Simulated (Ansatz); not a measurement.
A generator proposed this cell of NaI4.

Space group C2/m (No. 12). a = 6.229 Å, b = 6.229 Å, c = 8.422 Å, α = 90.00°, β = 90.00°, γ = 90.00°
| atom | site | symmetry | x | y | z |
| --- | --- | --- | --- | --- | --- |
| Na | 2a | 2/m | 0.0000 | 0.0000 | 0.0000 |
| I | 8j | 1 | 0.6250 | 0.7500 | 0.7369 |

Level of theory: DFT PBE+D3(BJ), scalar-relativistic, plane waves, PAW (Ansatz 0.2.0). Cutoff 420 eV; k points 4×4×2 on the computed 5-atom cell (Γ-centred); Gaussian smearing, width 0.10 eV; no spin polarisation.

Energies over the elements count from the elements' standard structures at the same level, with no fitted energy shifts.

Task: Estimate its pressure, forces and energy as it stands.

Result: The pressure is 8.9 GPa (the mean over three directions, positive in compression), the largest force is 0.60 eV/Å, and the energy is −0.07 eV/atom against the elements. The shortest distance is 2.82 Å.

Task: How much does it gain on relaxing, and where does it end?

Result: Relaxing gains about 0.37 eV/atom (the start's value is from the coarse mesh, so the gain is rough) in 26 ionic steps and ends at −0.44 eV/atom on the finer mesh. The symmetry stays C2/m (No. 12). The volume per atom grows by 23.8 %, from 32.7 to 40.5 Å³. The shortest distance goes from 2.82 Å (Na–I) to 3.06 Å (I–I). Conventional cell: a = 6.122 Å, b = 7.921 Å, c = 8.397 Å, β = 96.5°. Na is surrounded by 4 I at 3.21 Å and 4 I at 3.45 Å; I is surrounded by 2 I at 3.06 Å, 1 Na at 3.21 Å and 1 Na at 3.45 Å.

The last run used an 8×8×6 mesh (in the run's order of axes) for its 5-atom cell and Gaussian smearing of 0.10 eV. Spin–orbit coupling, which can matter for I, is left out. An odd number of electrons in the primitive cell allows no gap without spin; a larger cell or a magnetic state could open one. The relaxation can't lower the symmetry of the start. A structure relaxed within its symmetry needn't be a true minimum.
